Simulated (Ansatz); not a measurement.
What a change of settings does to a run on Na$_{2}$S

The cell is COD entry 1011374, as deposited and not checked against the literature; nothing was relaxed.

First run: DFT, PBE, all-electron LAPW, scalar-relativistic (Ansatz 0.2.0).

Command: `ansatz run input.yaml --threads 1 --pin off --max-ram 4096MiB --backend cpu --events-out ev --progress --plain --runs-dir out` The run took 21 s on 1 thread of Intel(R) Xeon(R) Processor @ 2.70GHz, on a shared host, peak memory 0.46 GiB.

```yaml
crystal:
  lattice:
    - [0.0, 3.263, 3.263]
    - [3.263, 0.0, 3.263]
    - [3.263, 3.263, 0.0]
  atoms:
    - { symbol: Na, position: [0.25, 0.25, 0.25] }
    - { symbol: Na, position: [0.75, 0.75, 0.75] }
    - { symbol: S, position: [0.0, 0.0, 0.0] }
kpoints:
  mp_grid: { grid: [8, 8, 8] }
scf:
  occupations: { method: fermi_dirac, width: 0.02 }
hamiltonian:
  xc: pbe
  pseudopotentials:
    kind: all_electron
    lapw: { basis_error: 0.001, muffin_tin_radii: { Na: 0.848, S: 0.848 } }
output:
  forces: true
  stress: true
  eigenvalues: true
```

Result: converged; pressure 0.58 GPa; gap on the k mesh 2.51 eV; 7 SCF iterations.

The input is then changed:

```diff
@@ -5,7 +5,7 @@
     - [3.263, 3.263, 0.0]
   atoms:
-    - { symbol: Na, position: [0.25, 0.25, 0.25] }
-    - { symbol: Na, position: [0.75, 0.75, 0.75] }
-    - { symbol: S, position: [0.0, 0.0, 0.0] }
+    - { symbol: Na, position: [0.25, 0.25, 0.25], spin: 0.2 }
+    - { symbol: Na, position: [0.75, 0.75, 0.75], spin: 0.2 }
+    - { symbol: S, position: [0.0, 0.0, 0.0], spin: 0.2 }
 kpoints:
   mp_grid: { grid: [8, 8, 8] }
@@ -21,3 +21,5 @@
   stress: true
   eigenvalues: true
+magnetization:
+  spin_polarized: true
```

(1) What does the second run give?

## Answers

(1) It converged; pressure 0.58 GPa; moment 0.00 μB; 13 SCF iterations.
